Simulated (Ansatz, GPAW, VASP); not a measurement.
**One calculation of Pd, 4 ways**

```
Pd
1.0
     0.00000    1.94650    1.94650
     1.94650    0.00000    1.94650
     1.94650    1.94650    0.00000
Pd
1
Direct
  0.00000 0.00000 0.00000
```

Alike in all runs: task single point; functional RPBE; k mesh 12 × 12 × 12; occupations gaussian, width 0.1 eV; no spin polarisation; no spin-orbit coupling. Pressure is positive in compression and, in plane waves, holds the error of the finite cutoff, which Ansatz's Pulay term estimates and takes out.

| program and potentials | plane-wave cutoff (eV) | notes | band gap (eV) | pressure (GPa) |
| --- | --- | --- | --- | --- |
| Ansatz, Ansatz PAW | 420 | potentials made for PBE, which Ansatz adapts in part; 18 valence electrons an atom on average; Pulay term of +0.08 GPa included | no gap | 11.65 |
| Ansatz, all-electron LAPW, scalar-relativistic | - | - | no gap | 11.54 |
| VASP, PBE PAW files Pd, 520 eV | 520 | potentials made for PBE; 10 valence electrons an atom on average | no gap | 11.41 |
| GPAW, the program's PAW data sets (release 1.2.1) made for this functional | 600 | 16 valence electrons an atom on average | no gap | 11.81 |

None finds a gap. The pressure spans 11.41 (VASP, PBE PAW files Pd, 520 eV) to 11.81 GPa (GPAW, the program's PAW data sets (release 1.2.1) made for this functional), with all-electron results at 11.54. Some sets were made for another functional than the one run, which can shift their rows. The cell lies far from this level's equilibrium.

The functional is the same throughout but for its coding, so the spread measures potentials, basis and numerics; runs on potential files found faulty are left out.
